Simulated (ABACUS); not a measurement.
The system is Zn.

```
Zn
1.0
     2.67000    0.00000    0.00000
    -1.33500    2.31229    0.00000
     0.00000    0.00000    4.96600
Zn
2
Direct
  0.66667 0.33333 0.75000
  0.33333 0.66667 0.25000
```

- Program: ABACUS 3.10.1
- Task: relaxation of cell and atoms
- Functional: PBE
- Potentials or basis: SG15 ONCV 1.2 PBE
- Cutoff: 1143 eV
- Density cutoff: 4572 eV
- Basis: plane waves
- k mesh: 9 × 9 × 5
- Occupations: fermi-dirac, width 0.05 eV
- Spin: no spin polarisation

At the start: pressure -0.8 GPa; volume 15.33 Å³/atom.

How do energy, volume and symmetry change on relaxing?

Over 10 steps the energy falls by 29.9 meV/atom and the volume is 15.63 Å³/atom (+2.0 %); space group P6_3/mmc (No. 194, to 0.05 Å).

The path:
| step | energy change (eV) | largest force (eV/Å) | pressure (GPa) | volume (Å³) |
| --- | --- | --- | --- | --- |
| 1 | 0.0000 | 0.0000 | -0.81 | 30.66 |
| 2 | -0.0116 | 0.0000 | 0.50 | 30.30 |
| 3 | -0.0282 | 0.0000 | 5.19 | 29.21 |
| 4 | -0.0312 | 0.0000 | 2.87 | 29.69 |
| 5 | -0.0433 | 0.0000 | 1.93 | 30.11 |
| 6 | -0.0586 | 0.0000 | -0.55 | 31.36 |
| 7 | -0.0597 | 0.0000 | -0.11 | 31.24 |
| 8 | -0.0598 | 0.0000 | 0.19 | 31.16 |
| 9 | -0.0599 | 0.0000 | 0.13 | 31.20 |
| 10 | -0.0599 | 0.0000 | 0.00 | 31.26 |

Final structure:
```
CELL_PARAMETERS angstrom
2.60414 0.00000 0.00000
-1.30207 2.25525 0.00000
0.00000 0.00000 5.32328
ATOMIC_POSITIONS crystal
Zn 0.66667 0.33333 0.75000
Zn 0.33333 0.66667 0.25000
```
